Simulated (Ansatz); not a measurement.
Below is the output of a Python script on the Ansatz DFT code, driven from Python that makes a convergence test of the plane-wave cutoff of AlN, space group Fm-3m. Write a script that gives it. Use (first run): PBE, PAW, cutoff 250 eV, 8×8×8 k-points, cold smearing of 0.1 eV. The script varies cutoff (eV): 250, 300, 350, 400, 450.

```yaml
crystal:
  lattice:
    - [0.00000, 1.96900, 1.96900]
    - [1.96900, 0.00000, 1.96900]
    - [1.96900, 1.96900, 0.00000]
  atoms:
    - { symbol: Al, position: [0.00000, 0.00000, 0.00000] }
    - { symbol: N, position: [0.50000, 0.50000, 0.50000] }
```

```console
$ python aln.py
250: +508.65 meV/atom
300: +148.13 meV/atom
350: +37.28 meV/atom
400: +5.23 meV/atom
```

The script that was run (others could print the same):

The script, `aln.py`:
```python
"""Convergence of AlN with the plane-wave cutoff."""

import csv
import warnings

import ansatz as az


def main() -> None:
    warnings.simplefilter("ignore", az.DeckWarning)

    lattice = az.Lattice.of(
        (0.0, 1.969, 1.969),
        (1.969, 0.0, 1.969),
        (1.969, 1.969, 0.0),
    )
    sites = [
        ("Al", (0.0, 0.0, 0.0)),
        ("N", (0.5, 0.5, 0.5)),
    ]
    crystal = az.Crystal(lattice=lattice)
    for symbol, position in sites:
        crystal = crystal.atom(symbol, position)

    base = (
        crystal.calculation()
        .occupations("cold")
        .functional(az.Functional.PBE)
        .kpoints(8, 8, 8)
        .stress()
    )

    rows = []
    for value in [250, 300, 350, 400, 450]:
        report = base.basis(value).run(threads=1, backend="cpu").report
        rows.append((value, report["free_energy_ev"] / len(report["lattice"]["sites"]), report["n_iterations"], sum(report["stress_gpa"][i][i] for i in range(3)) / 3, report["n_pw"]))

    with open("ecut.csv", "w", newline="") as handle:
        writer = csv.writer(handle)
        writer.writerow(["cutoff (eV)", "F/atom (eV)", "iterations", "P (GPa)", "plane waves"])
        writer.writerows([round(v, 5) if isinstance(v, float) else v for v in row] for row in rows)

    # differences from the last row
    for row in rows[:-1]:
        shift = 1000 * (row[1] - rows[-1][1])
        print(f"{row[0]}: {shift:+.2f} meV/atom" + ("  (within 5 meV)" if abs(shift) < 5 else ""))


if __name__ == "__main__":
    main()
```

This is a high-temperature or high-pressure form, not the ambient phase. Pressure is positive in compression. The structure is a deposited one; some such entries were measured under pressure or heat, so a shift against it needn't be the functional's error alone. Shifts are counted from the last row, which is itself no proven limit. The script silences the warnings on its input, which a real study should read. Wall time of the script: 2.4 s on 1 thread of Arm Neoverse V1, with other jobs on the host, peak memory 0.31 GiB.
